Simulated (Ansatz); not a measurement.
SnTe:

```
CELL_PARAMETERS angstrom
0.00000 3.15085 3.15085
3.15085 0.00000 3.15085
3.15085 3.15085 0.00000
ATOMIC_POSITIONS crystal
Te 0.50000 0.50000 0.50000
Sn 0.00000 0.00000 0.00000
```

```yaml
Program: Ansatz 0.2.0
Task: relaxation of cell and atoms
Functional: BLYP
Dispersion: D3(BJ)
Potentials_or_basis: all-electron LAPW, scalar-relativistic
Basis_error_allowed: 0.001 eV/atom
k_mesh: 7 × 7 × 7
Occupations: fermi-dirac, width 0.05 eV
Spin: no spin polarisation
```

At the start: volume 31.28 Å³/atom.

Problem. Where does the relaxation end?

Solution. Over 4 steps the energy falls by 2.0 meV/atom and the volume is 31.98 Å³/atom (+2.2 %); space group Fm-3m (No. 225, to 0.05 Å).

The path:
| step | energy change (eV) | largest force (eV/Å) | volume (Å³) |
| --- | --- | --- | --- |
| 1 | 0.0000 | 0.0000 | 62.56 |
| 2 | -0.0037 | 0.0000 | 64.36 |
| 3 | -0.0041 | 0.0000 | 63.96 |
| 4 | -0.0041 | 0.0000 | 63.96 |

Final structure:
```
Te Sn
1.0
     0.00000    3.17410    3.17410
     3.17410    0.00000    3.17410
     3.17410    3.17410    0.00000
Te Sn
1 1
Direct
  0.50000 0.50000 0.50000
  0.00000 0.00000 0.00000
```
